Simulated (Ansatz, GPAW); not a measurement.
# Geometry or basis: what sets the conductance of benzene-1,4-dithiol between two Al chains, part 3 of 4

Aim: the conductance of benzene-1,4-dithiol between two Al chains after relaxation, and whether geometry, basis or functional moves it most.

GPAW 26.7.0 and Ansatz 0.2.0; Ansatz plane waves; relaxation of the junction with the lead ends held (the session's first sound run).

So far, transmission at the Fermi level (one spin): step 3 (plane waves, PBE) 0.0148. Also open channels of the lead at the Fermi level (one spin): step 3 2.

## (4) Double-zeta polarised basis

Localised orbitals split the wire into layers that couple to their neighbours alone, which is what the Green's function method needs; double zeta with polarisation is the usual level for numbers.

This step: GPAW LCAO, PAW setups; Landauer transmission from Green's functions with principal layers (ASE), zero bias (GPAW 26.7.0).

Contents of run.py:

```python
import json
import numpy as np
from ase import Atoms
from ase.transport.calculators import TransportCalculator
from gpaw import GPAW, FermiDirac
from gpaw.lcao.tools import get_lcao_hamiltonian
from scipy.linalg import eigh

# The junction with lead layers at both ends, along the third cell vector
device = Atoms(
    ['Al', 'Al', 'Al', 'Al', 'Al', 'Al', 'Al', 'S', 'H', 'C', 'C', 'H', 'C', 'C', 'H', 'C', 'C', 'H', 'S', 'Al', 'Al', 'Al', 'Al', 'Al', 'Al', 'Al'],
    positions=[
        [5.71513, 4.50000, 1.20000],
        [5.71513, 4.50000, 3.60000],
        [5.71513, 4.50000, 6.00000],
        [5.71513, 4.50000, 8.40000],
        [5.71513, 4.50000, 10.80000],
        [4.41075, 4.81912, 12.99470],
        [5.51907, 4.64892, 15.36675],
        [4.18650, 5.15992, 17.09881],
        [7.09874, 5.09959, 17.87008],
        [5.07312, 5.09818, 18.64399],
        [6.47083, 5.09562, 18.76364],
        [3.21640, 5.11165, 19.74932],
        [4.30447, 5.10774, 19.82087],
        [7.07803, 5.10025, 20.01706],
        [8.16604, 5.09794, 20.08863],
        [4.91163, 5.13081, 21.07427],
        [6.30931, 5.12661, 21.19362],
        [4.28427, 5.16382, 21.96739],
        [7.19415, 5.22495, 22.73835],
        [5.88689, 4.64220, 24.46702],
        [6.99102, 4.87450, 26.83754],
        [5.71513, 4.50000, 29.04109],
        [5.71513, 4.50000, 31.44109],
        [5.71513, 4.50000, 33.84109],
        [5.71513, 4.50000, 36.24109],
        [5.71513, 4.50000, 38.64109]],
    cell=[[11.43027, 0.0, 0.0], [0.0, 9.0, 0.0], [0.0, 0.0, 39.84109]],
    pbc=True)

# One principal layer of the lead: the first 4 atoms of the device
lead = Atoms(
    ['Al', 'Al', 'Al', 'Al'],
    positions=[
        [5.71513, 4.50000, 1.20000],
        [5.71513, 4.50000, 3.60000],
        [5.71513, 4.50000, 6.00000],
        [5.71513, 4.50000, 8.40000]],
    cell=[[11.43027, 0.0, 0.0], [0.0, 9.0, 0.0], [0.0, 0.0, 9.6]],
    pbc=True)

settings = dict(mode='lcao', basis='dzp', xc='PBE', h=0.2,
                occupations=FermiDirac(0.1), maxiter=250,
                mixer=dict(beta=0.1, nmaxold=8, weight=100.0),
                convergence=dict(density=0.0001))
energies = np.arange(-2, 2 + 1e-9, 0.025)
eta = 0.0001
n1, n2 = 1, 1
# k and -k transmit alike, so half of the mesh across the current serves
mesh = [(i, j) for i in range(n1) for j in range(n2) if (i, j) <= (-i % n1, -j % n2)]
weights = np.array([1 if (i, j) == (-i % n1, -j % n2) else 2 for i, j in mesh]) / (n1 * n2)

# [... helper functions left out ...]
fermi_lead = ground_state(lead, (1, 1, 12), 'lead.txt')
fermi_device = ground_state(device, (1, 1, 2), 'device.txt')
# [... loop over the mesh left out, but for ...]
        # Shift the lead onto the potential of the device's first layer
        shift = ((H[:, 0, 0] - H0[:, 0, 0]) / S0[0, 0]).real.mean()
# [...]
kT = 8.617333e-5 * 300
bias = [0.1, 0.2, 0.5, 1.0, 1.5, 2.0]
# [... integrals and printing left out ...]
```

Launch:

```
$ OMP_NUM_THREADS=1 OPENBLAS_NUM_THREADS=1 python run.py
```

Numbers of over 12 decimals in the logs are rounded to 6 here.

Output:

```text
basis functions: device 306, principal layer 52
Fermi level: lead -3.3508 eV, device -3.1540 eV; lead shifted by 0.0172 eV
largest coupling past the next layer 1.49e-15 eV, largest misfit of the first layer 0.060 eV
  E-E_F (eV)   T (one spin)  channels
    -2.000    2.2281e-03    1.0000
    -1.975    2.1257e-03    1.0000
    -1.950    2.0111e-03    1.0000
    -1.925    1.8817e-03    1.0000
    -1.900    1.7347e-03    1.0000
    -1.875    1.5673e-03    1.0000
    -1.850    1.3771e-03    1.0000
    -1.825    1.1636e-03    1.0000
    -1.800    9.2893e-04    1.0000
    -1.775    6.8012e-04    1.0000
    -1.750    4.3197e-04    1.0000
    -1.725    2.0966e-04    1.0000
    -1.700    5.0429e-05    1.0000
    -1.675    1.7581e-06    1.0000
    -1.650    1.1312e-04    1.0000
    -1.625    4.1987e-04    1.0000
[...]
1.825    1.3719e-01    3.0000
     1.850    1.4659e-01    3.0000
     1.875    1.5693e-01    3.0000
     1.900    1.6830e-01    3.0000
     1.925    1.8074e-01    3.0000
     1.950    1.9433e-01    3.0000
     1.975    2.0911e-01    3.0000
     2.000    2.2513e-01    3.0000
conductance at 300 K: 0.01667 G0 a cell; thermopower -18.52 uV/K
current from the zero-bias T(E) at 0.1 V: 0.12868 uA
current from the zero-bias T(E) at 0.2 V: 0.25472 uA
current from the zero-bias T(E) at 0.5 V: 0.61204 uA
current from the zero-bias T(E) at 1.0 V: 1.3098 uA
current from the zero-bias T(E) at 1.5 V: 2.308 uA
current from the zero-bias T(E) at 2.0 V: 3.4377 uA
```

Elapsed: 2.2 min, on 1 thread of Arm Neoverse V1, shared host; peak memory 1.5 GiB.

Numbers from this step:

| Item | Value |
| --- | --- |
| conductance | 0.01667 G₀ |
| thermopower | -18.52 μV/K |
| largest coupling past the next principal layer | 1.49e-15 eV |
| largest misfit of the first principal layer | 0.05963 eV |
| shift that aligns the lead | 0.01720 eV |
| basis functions of the junction | 306 |
| basis functions of a principal layer | 52 |
| transmission at the Fermi level (one spin) | 0.01686 |

One spin. The transmission, zone mean by energy, zero at the Fermi level:

| energy (eV) | transmission, zone mean |
| --- | --- |
| -2.000 | 0.00223 |
| -1.900 | 0.00173 |
| -1.800 | 9.3e-4 |
| -1.700 | 5.0e-5 |
| -1.600 | 9.2e-4 |
| -1.500 | 0.00341 |
| -1.400 | 0.00335 |
| -1.300 | 9.8e-4 |
| -1.200 | 1.9e-9 |
| -1.100 | 2.9e-11 |
| -1.000 | 2.3e-12 |
| -0.900 | 1.0e-12 |
| -0.800 | 2.1e-12 |
| -0.700 | 6.6e-11 |
| -0.600 | 1.4e-10 |
| -0.500 | 1.5e-12 |
| -0.400 | 5.3e-11 |
| -0.300 | 0.00176 |
| -0.200 | 0.00564 |
| -0.100 | 0.0118 |
| 0.000 | 0.0169 |
| 0.100 | 0.0203 |
| 0.200 | 0.0242 |
| 0.300 | 0.0296 |
| 0.400 | 0.0366 |
| 0.500 | 0.0443 |
| 0.600 | 0.0510 |
| 0.700 | 0.0555 |
| 0.800 | 0.0578 |
| 0.900 | 0.0586 |
| 1.000 | 0.0594 |
| 1.100 | 0.0599 |
| 1.200 | 0.0611 |
| 1.300 | 0.0633 |
| 1.400 | 0.0671 |
| 1.500 | 0.0737 |
| 1.600 | 0.0847 |
| 1.700 | 0.102 |
| 1.800 | 0.129 |
| 1.900 | 0.168 |
| 2.000 | 0.225 |

Crossings of the lead's bands, unfolded to its shortest repeat. Table of open channels, zone mean by energy, zero at the Fermi level:

| energy (eV) | open channels, zone mean |
| --- | --- |
| -2.000 | 1 |
| -1.900 | 1 |
| -1.800 | 1 |
| -1.700 | 1 |
| -1.600 | 1 |
| -1.500 | 1 |
| -1.400 | 1 |
| -1.300 | 1 |
| -1.200 | 0 |
| -1.100 | 0 |
| -1.000 | 0 |
| -0.900 | 0 |
| -0.800 | 0 |
| -0.700 | 0 |
| -0.600 | 0 |
| -0.500 | 0 |
| -0.400 | 0 |
| -0.300 | 2 |
| -0.200 | 2 |
| -0.100 | 2 |
| 0.000 | 2 |
| 0.100 | 2 |
| 0.200 | 2 |
| 0.300 | 2 |
| 0.400 | 2 |
| 0.500 | 2 |
| 0.600 | 2 |
| 0.700 | 2 |
| 0.800 | 2 |
| 0.900 | 2 |
| 1.000 | 3 |
| 1.100 | 3 |
| 1.200 | 3 |
| 1.300 | 3 |
| 1.400 | 3 |
| 1.500 | 3 |
| 1.600 | 3 |
| 1.700 | 3 |
| 1.800 | 3 |
| 1.900 | 3 |
| 2.000 | 3 |

Not self-consistent under bias; the bias window is split evenly. The current through one cell, from the zero-bias transmission by bias:

| bias (V) | current through one cell, from the zero-bias transmission (μA) |
| --- | --- |
| 0.100 | 0.129 |
| 0.200 | 0.255 |
| 0.500 | 0.612 |
| 1.000 | 1.31 |
| 1.500 | 2.31 |
| 2.000 | 3.44 |

Table of transmission of the three most open eigenchannels by energy, zero at the Fermi level:

| energy (eV) | channel 1 | channel 2 | channel 3 |
| --- | --- | --- | --- |
| -2.000 | 0.00223 | 0 | 0 |
| -1.800 | 9.3e-4 | 0 | 0 |
| -1.600 | 9.2e-4 | 0 | 0 |
| -1.400 | 0.00335 | 0 | 0 |
| -1.200 | 1.9e-9 | 0 | 0 |
| -1.000 | 2.3e-12 | 0 | 0 |
| -0.800 | 2.1e-12 | 0 | 0 |
| -0.600 | 1.4e-10 | 0 | 0 |
| -0.400 | 5.0e-11 | 2.4e-12 | 0 |
| -0.200 | 0.00557 | 7.3e-5 | 0 |
| 0.000 | 0.0164 | 4.2e-4 | 0 |
| 0.200 | 0.0229 | 0.00129 | 0 |
| 0.400 | 0.0335 | 0.00308 | 0 |
| 0.600 | 0.0445 | 0.00648 | 0 |
| 0.800 | 0.0470 | 0.0107 | 0 |
| 1.000 | 0.0461 | 0.0133 | 2.1e-5 |
| 1.200 | 0.0485 | 0.0125 | 1.6e-4 |
| 1.400 | 0.0566 | 0.00997 | 4.9e-4 |
| 1.600 | 0.0767 | 0.00695 | 0.00105 |
| 1.800 | 0.122 | 0.00509 | 0.00159 |
| 2.000 | 0.219 | 0.00445 | 0.00181 |

At the Fermi level T is 0.0169 against 0.0148 in plane waves. Couplings past the next layer reach 1.5e-15 eV, small enough to drop; the matrix elements of the cell's first layer differ from the bulk lead's by up to 0.060 eV. That layer keeps its own values in the calculation, and only beyond it is the lead taken as perfect. The Fermi levels of lead and junction count from different zeros of potential, one for each periodic cell; with both set to zero, the small remaining shift is what aligns them. By hand: G = 0.01667 × 77.48 μS = 1.29 μS, a resistance of 774 kΩ; at 0.1 V a linear junction would pass 0.129 μA, and the integral over the bias window gives 0.129 μA. Mott's formula, S = -(π²/3)(k_B²T/e) d ln T/dE, has the prefactor 7.33 μV/K·eV at 300 K; T = 0.01581 at -0.025 eV and 0.01780 at 0.025 eV give a slope of 2.37 per eV and S = -17.4 μV/K, beside -18.5 μV/K from the thermal integral, which interpolates the same grid.

## (5) Single-zeta polarised basis

One radial function a shell plus polarisation makes the matrices smaller; the question is what that costs.

run.py, as its differences from that of step 4:

```diff
@@ -52,3 +52,3 @@
 
-settings = dict(mode='lcao', basis='dzp', xc='PBE', h=0.2,
+settings = dict(mode='lcao', basis='szp(dzp)', xc='PBE', h=0.2,
                 occupations=FermiDirac(0.1), maxiter=250,
```

Output:

```text
basis functions: device 214, principal layer 36
Fermi level: lead -3.8311 eV, device -3.6019 eV; lead shifted by 0.0242 eV
largest coupling past the next layer 1.20e-15 eV, largest misfit of the first layer 0.068 eV
  E-E_F (eV)   T (one spin)  channels
    -2.000    3.4587e-03    1.0000
    -1.975    3.3300e-03    1.0000
    -1.950    3.1587e-03    1.0000
[...]
1.975    9.9365e-01    3.0000
     2.000    6.7758e-01    3.0000
conductance at 300 K: 0.017403 G0 a cell; thermopower -21.82 uV/K
current from the zero-bias T(E) at 0.1 V: 0.13433 uA
current from the zero-bias T(E) at 0.2 V: 0.26595 uA
current from the zero-bias T(E) at 0.5 V: 0.65172 uA
current from the zero-bias T(E) at 1.0 V: 1.55 uA
current from the zero-bias T(E) at 1.5 V: 3.0082 uA
current from the zero-bias T(E) at 2.0 V: 4.8481 uA
```

Wall time 1.8 min (1 thread); peak memory 1.5 GiB.

This step gave:

| Quantity | Value |
| --- | --- |
| conductance | 0.01740 G₀ |
| thermopower | -21.82 μV/K |
| largest coupling past the next principal layer | 1.20e-15 eV |
| largest misfit of the first principal layer | 0.06759 eV |
| shift that aligns the lead | 0.02423 eV |
| basis functions of the junction | 214 |
| basis functions of a principal layer | 36 |
| transmission at the Fermi level (one spin) | 0.01761 |

One spin. Table of transmission, zone mean by energy, zero at the Fermi level:

| energy (eV) | transmission, zone mean |
| --- | --- |
| -2.000 | 0.00346 |
| -1.900 | 0.00266 |
| -1.800 | 9.6e-4 |
| -1.700 | 1.4e-4 |
| -1.600 | 0.00492 |
| -1.500 | 0.0191 |
| -1.400 | 0.277 |
| -1.300 | 1.8e-10 |
| -1.200 | 6.0e-12 |
| -1.100 | 1.1e-12 |
| -1.000 | 0 |
| -0.900 | 0 |
| -0.800 | 3.2e-12 |
| -0.700 | 1.4e-9 |
| -0.600 | 1.4e-11 |
| -0.500 | 0 |
| -0.400 | 1.6e-12 |
| -0.300 | 0.00145 |
| -0.200 | 0.00463 |
| -0.100 | 0.0115 |
| 0.000 | 0.0176 |
| 0.100 | 0.0220 |
| 0.200 | 0.0276 |
| 0.300 | 0.0363 |
| 0.400 | 0.0482 |
| 0.500 | 0.0616 |
| 0.600 | 0.0736 |
| 0.700 | 0.0830 |
| 0.800 | 0.0906 |
| 0.900 | 0.0964 |
| 1.000 | 0.103 |
| 1.100 | 0.112 |
| 1.200 | 0.124 |
| 1.300 | 0.142 |
| 1.400 | 0.170 |
| 1.500 | 0.214 |
| 1.600 | 0.288 |
| 1.700 | 0.409 |
| 1.800 | 0.604 |
| 1.900 | 0.882 |
| 1.950 | 1.01 |
| 2.000 | 0.678 |

The conductance, 0.0174 G₀, lies 4.4 % above that of the dzp run.

## (6) Minimal basis

The minimal basis is the cheapest rung: no second zeta and no polarisation.

run.py, as its differences from that of step 5:

```diff
@@ -52,3 +52,3 @@
 
-settings = dict(mode='lcao', basis='szp(dzp)', xc='PBE', h=0.2,
+settings = dict(mode='lcao', basis='sz(dzp)', xc='PBE', h=0.2,
                 occupations=FermiDirac(0.1), maxiter=250,
```

Output:

```text
basis functions: device 92, principal layer 16
Fermi level: lead -4.0904 eV, device -3.8172 eV; lead shifted by 0.0323 eV
largest coupling past the next layer 1.16e-15 eV, largest misfit of the first layer 0.087 eV
  E-E_F (eV)   T (one spin)  channels
    -2.000    4.9314e-03    1.0000
    -1.975    4.7890e-03    1.0000
    -1.950    4.5240e-03    1.0000
[...]
1.975    3.3657e-01    3.0000
     2.000    4.8361e-01    3.0000
conductance at 300 K: 0.019973 G0 a cell; thermopower -19.62 uV/K
current from the zero-bias T(E) at 0.1 V: 0.15412 uA
current from the zero-bias T(E) at 0.2 V: 0.30481 uA
current from the zero-bias T(E) at 0.5 V: 0.73855 uA
current from the zero-bias T(E) at 1.0 V: 1.7105 uA
current from the zero-bias T(E) at 1.5 V: 3.3031 uA
current from the zero-bias T(E) at 2.0 V: 5.2751 uA
```

Run time: 71 s. Hardware: 1 thread; peak memory 1.4 GiB.

This step gave:

```
conductance                                    : 0.01997 G₀
thermopower                                    : -19.62 μV/K
largest coupling past the next principal layer : 1.16e-15 eV
largest misfit of the first principal layer    : 0.08728 eV
shift that aligns the lead                     : 0.03227 eV
basis functions of the junction                : 92
basis functions of a principal layer           : 16
transmission at the Fermi level (one spin)     : 0.02023
```

One spin. The transmission, zone mean by energy, zero at the Fermi level:

| energy (eV) | transmission, zone mean |
| --- | --- |
| -2.000 | 0.00493 |
| -1.900 | 0.00345 |
| -1.800 | 1.6e-5 |
| -1.700 | 6.1e-7 |
| -1.600 | 2.3e-10 |
| -1.500 | 1.8e-10 |
| -1.400 | 2.7e-12 |
| -1.300 | 0 |
| -1.200 | 0 |
| -1.100 | 0 |
| -1.000 | 0 |
| -0.900 | 0 |
| -0.800 | 1.1e-12 |
| -0.700 | 2.1e-8 |
| -0.600 | 2.4e-12 |
| -0.500 | 0 |
| -0.400 | 2.3e-10 |
| -0.300 | 0.00214 |
| -0.200 | 0.00608 |
| -0.100 | 0.0137 |
| 0.000 | 0.0202 |
| 0.100 | 0.0246 |
| 0.200 | 0.0300 |
| 0.300 | 0.0388 |
| 0.400 | 0.0514 |
| 0.500 | 0.0665 |
| 0.600 | 0.0807 |
| 0.700 | 0.0910 |
| 0.800 | 0.0976 |
| 0.900 | 0.103 |
| 1.000 | 0.109 |
| 1.100 | 0.118 |
| 1.200 | 0.130 |
| 1.300 | 0.148 |
| 1.400 | 0.173 |
| 1.500 | 0.211 |
| 1.600 | 0.270 |
| 1.700 | 0.369 |
| 1.800 | 0.548 |
| 1.900 | 0.982 |
| 2.000 | 0.484 |

The conductance, 0.0200 G₀, lies 20 % above that of the dzp run.

## (7) RPBE in the dzp basis: xc = "RPBE"

Back in the dzp basis, the functional changes from PBE to RPBE, to set the spread between functionals beside that between bases.

run.py, as its differences from that of step 6:

```diff
@@ -52,3 +52,3 @@
 
-settings = dict(mode='lcao', basis='sz(dzp)', xc='PBE', h=0.2,
+settings = dict(mode='lcao', basis='dzp', xc='RPBE', h=0.2,
                 occupations=FermiDirac(0.1), maxiter=250,
```

Output:

```text
basis functions: device 306, principal layer 52
Fermi level: lead -3.2958 eV, device -3.0945 eV; lead shifted by 0.0162 eV
largest coupling past the next layer 1.45e-15 eV, largest misfit of the first layer 0.058 eV
  E-E_F (eV)   T (one spin)  channels
    -2.000    2.0783e-03    1.0000
    -1.975    1.9706e-03    1.0000
    -1.950    1.8512e-03    1.0000
[...]
1.975    1.9170e-01    3.0000
     2.000    2.0627e-01    3.0000
conductance at 300 K: 0.015594 G0 a cell; thermopower -18.46 uV/K
current from the zero-bias T(E) at 0.1 V: 0.12042 uA
current from the zero-bias T(E) at 0.2 V: 0.23861 uA
current from the zero-bias T(E) at 0.5 V: 0.57623 uA
current from the zero-bias T(E) at 1.0 V: 1.2459 uA
current from the zero-bias T(E) at 1.5 V: 2.2142 uA
current from the zero-bias T(E) at 2.0 V: 3.3022 uA
```

Run time: 2.1 min. Hardware: 1 thread; peak memory 1.5 GiB.

Numbers from this step:

```yaml
conductance: 0.01559 G₀
thermopower: -18.46 μV/K
largest_coupling_past_the_next_principal_layer: 1.45e-15 eV
largest_misfit_of_the_first_principal_layer: 0.05844 eV
shift_that_aligns_the_lead: 0.01619 eV
basis_functions_of_the_junction: 306
basis_functions_of_a_principal_layer: 52
transmission_at_the_fermi_level_one_spin: 0.01575
```

One spin. Transmission, zone mean against energy, zero at the Fermi level:

energy (eV), transmission, zone mean and a bar:
```
   -2.000      0.002 
   -1.800      0.001 
   -1.600      0.001 
   -1.400      0.003 
   -1.200      0.000 
   -1.000      0.000 
   -0.800      0.000 
   -0.600      0.000 
   -0.400      0.000 
   -0.200      0.005 #
    0.000      0.016 ##
    0.200      0.023 ###
    0.400      0.035 #####
    0.600      0.050 #######
    0.800      0.056 ########
    1.000      0.057 ########
    1.200      0.058 ########
    1.400      0.063 #########
    1.600      0.079 ############
    1.800      0.119 #################
    2.000      0.206 ##############################
```

The conductance, 0.0156 G₀, lies 6.5 % below that of the dzp run.

## (8) Without the relaxation: geometry = "as built"

The dzp basis with PBE on the structure as first built shows what the relaxation was worth.

run.py, as its differences from that of step 7:

```diff
@@ -17,18 +17,18 @@
         [5.71513, 4.50000, 10.80000],
-        [4.41075, 4.81912, 12.99470],
-        [5.51907, 4.64892, 15.36675],
-        [4.18650, 5.15992, 17.09881],
-        [7.09874, 5.09959, 17.87008],
-        [5.07312, 5.09818, 18.64399],
-        [6.47083, 5.09562, 18.76364],
-        [3.21640, 5.11165, 19.74932],
-        [4.30447, 5.10774, 19.82087],
-        [7.07803, 5.10025, 20.01706],
-        [8.16604, 5.09794, 20.08863],
-        [4.91163, 5.13081, 21.07427],
-        [6.30931, 5.12661, 21.19362],
-        [4.28427, 5.16382, 21.96739],
-        [7.19415, 5.22495, 22.73835],
-        [5.88689, 4.64220, 24.46702],
-        [6.99102, 4.87450, 26.83754],
+        [5.71513, 4.50000, 13.20000],
+        [5.71513, 4.50000, 15.60000],
+        [4.44623, 5.62453, 17.00190],
+        [7.21621, 5.63296, 17.94412],
+        [5.16248, 5.61388, 18.62978],
+        [6.54868, 5.62078, 18.80208],
+        [3.25000, 5.62903, 19.63786],
+        [4.33166, 5.62089, 19.75286],
+        [7.09860, 5.62089, 20.08823],
+        [8.18027, 5.62903, 20.20323],
+        [4.88158, 5.62078, 21.03901],
+        [6.26779, 5.61388, 21.21131],
+        [4.21406, 5.63296, 21.89697],
+        [6.98403, 5.62453, 22.83919],
+        [5.71513, 4.50000, 24.24109],
+        [5.71513, 4.50000, 26.64109],
         [5.71513, 4.50000, 29.04109],
@@ -52,3 +52,3 @@
 
-settings = dict(mode='lcao', basis='dzp', xc='RPBE', h=0.2,
+settings = dict(mode='lcao', basis='dzp', xc='PBE', h=0.2,
                 occupations=FermiDirac(0.1), maxiter=250,
```

Output:

```text
basis functions: device 306, principal layer 52
Fermi level: lead -3.3508 eV, device -3.1728 eV; lead shifted by 0.0003 eV
largest coupling past the next layer 1.49e-15 eV, largest misfit of the first layer 0.009 eV
  E-E_F (eV)   T (one spin)  channels
    -2.000    7.8217e-05    1.0000
    -1.975    2.2167e-04    1.0000
    -1.950    4.4086e-04    1.0000
[...]
1.975    1.4017e-01    3.0000
     2.000    1.4676e-01    3.0000
conductance at 300 K: 0.13424 G0 a cell; thermopower 6.011 uV/K
current from the zero-bias T(E) at 0.1 V: 1.0329 uA
current from the zero-bias T(E) at 0.2 V: 2.022 uA
current from the zero-bias T(E) at 0.5 V: 4.3413 uA
current from the zero-bias T(E) at 1.0 V: 5.9656 uA
current from the zero-bias T(E) at 1.5 V: 6.9012 uA
current from the zero-bias T(E) at 2.0 V: 7.8118 uA
```

Elapsed: 96 s, on 1 thread; peak memory 1.5 GiB.

This step gave:

```yaml
conductance: 0.1342 G₀
thermopower: 6.011 μV/K
largest_coupling_past_the_next_principal_layer: 1.49e-15 eV
largest_misfit_of_the_first_principal_layer: 0.009076 eV
shift_that_aligns_the_lead: 2.53e-4 eV
transmission_at_the_fermi_level_one_spin: 0.1368
```

The conductance, 0.134 G₀, lies a factor of 8.1 above that of the dzp run.

## (9) Cost and result by level

Times are wall times on the hardware named with each run. Results by setting:

| no. | run | conductance (G₀) | time | memory (GiB) |
| --- | --- | --- | --- | --- |
| 1 | pw PBE | 0.01472 | 2.7 min | 3.9 |
| 2 | dzp | 0.01667 | 2.2 min | 1.5 |
| 3 | szp | 0.01740 | 1.8 min | 1.5 |
| 4 | sz | 0.01997 | 71 s | 1.4 |
| 5 | dzp RPBE | 0.01559 | 2.1 min | 1.5 |
| 6 | asbuilt | 0.1342 | 96 s | 1.5 |

[end of part 3 of 4]

[Logs are printed without paths, hosts, clocks, repeated set-up lines and the standing remarks that a program may print on its own settings, such as how far it seeks lower states.]

[Hosts, paths, dates, database ids (printed as entryN), source tags and the programs' standing remarks are cut or masked in the printed files.]
